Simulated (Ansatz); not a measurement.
This SiO2 structure is the end of a relaxation. The cell was found from a structure generator's guess, not taken from experiment.

Theory: DFT PBE, scalar-relativistic, plane waves, PAW in Ansatz 0.2.0. Cutoff 420 eV, Γ-centred mesh, Gaussian smearing, no spin polarisation.

```
Si O
1.0
    -1.26205    2.58018    2.65114
     1.26205   -2.58018    2.65114
     1.26205    2.58018   -2.65114
Si O
1 2
Cartesian
  0.0000 0.0000 2.6511
  1.2620 0.0000 1.5079
  0.0000 2.5802 1.1432
```

Energies over the elements count from the elements' standard structures at the same level (O₂ as a molecule), with no fitted energy shifts.

Task: What space group does it have?

Result: Immm (No. 71). Conventional cell: a = 2.524 Å, b = 5.160 Å, c = 5.302 Å. Si has 4 O at 1.70 Å and 2 Si at 2.52 Å; O has 2 Si at 1.70 Å.

Task: What is its formation energy per atom?

Result: −1.980 eV/atom.

Task: Is it a metal?

Result: No, the gap on the 10×10×10 mesh is 3.02 eV.

The last run used a 10×10×10 mesh for its 3-atom cell and Gaussian smearing of 0.02 eV. No dispersion correction is applied, so the spacing and binding between layers, chains or molecules are poorly described. Kohn–Sham gaps at this level usually fall short of measured ones. Symmetry constrained the relaxation, so the result can be a saddle point. Another cell of SiO2 relaxed alike, in P6_422, lies 0.79 eV/atom lower, so this cell isn't the stable form at this level.
